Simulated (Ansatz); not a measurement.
Runs of Ansatz 0.2.0 on LiCl. The structure is cubic, space group Fm-3m (No. 225). The conventional cell has a = 5.130 Å, b = 5.130 Å, c = 5.130 Å, α = 90.00°, β = 90.00°, γ = 90.00°. Around Cl (site symmetry m-3m) lie 6 Li at 2.56 Å. Li (site symmetry m-3m) has 6 Cl at 2.56 Å as nearest neighbours. 

```csv
task,level,potentials or basis,cell,k mesh,cutoff (eV),smearing,driver,eos,mesh quality,gap on the mesh (eV),pressure (GPa),V0 of scaled cells (Å³/atom),B0 (GPa)
equation of state,PBE,Ansatz PAW soft_1,as given,9 × 9 × 9,420,fermi-dirac 0.05 eV,-,-,not flagged,-,-,17.08,(a)
single point,PBE,Ansatz PAW soft_1,as given,9 × 9 × 9,420,fermi-dirac 0.05 eV,-,-,not flagged,6.33,0.4,-,-
single point,HSE03,PseudoDojo standard (PBE files),as given,5 × 5 × 5,1007,gaussian 0.05 eV,-,-,coarse,7.53,-,-,-
relaxation of cell and atoms,LDA,JTH PAW LDA,relaxed,9 × 9 × 9,1200,fixed,-,-,not flagged,(b),0.0,-,-
equation of state,BPBE,SPMS NC,as given,9 × 9 × 9,707,fixed,calculator,sjeos,not flagged,-,-,17.52,29
```

Alike in all rows: no spin polarisation.

Problem. Estimate the missing entries.

Solution. (a) 32; (b) 6.53.

Caveats: some runs use coarse meshes; odd divisions of the mesh miss points on the zone boundary, where band edges often lie, so the gap on the mesh can be too wide (some runs); the potentials were made for another functional, which shifts forces and pressure (some runs); the plane-wave basis is chosen anew once the cell has moved, so the energies of steps on either side of that aren't comparable (some runs).

A k mesh can miss the band edges.

Not every run made on this cell is shown here.
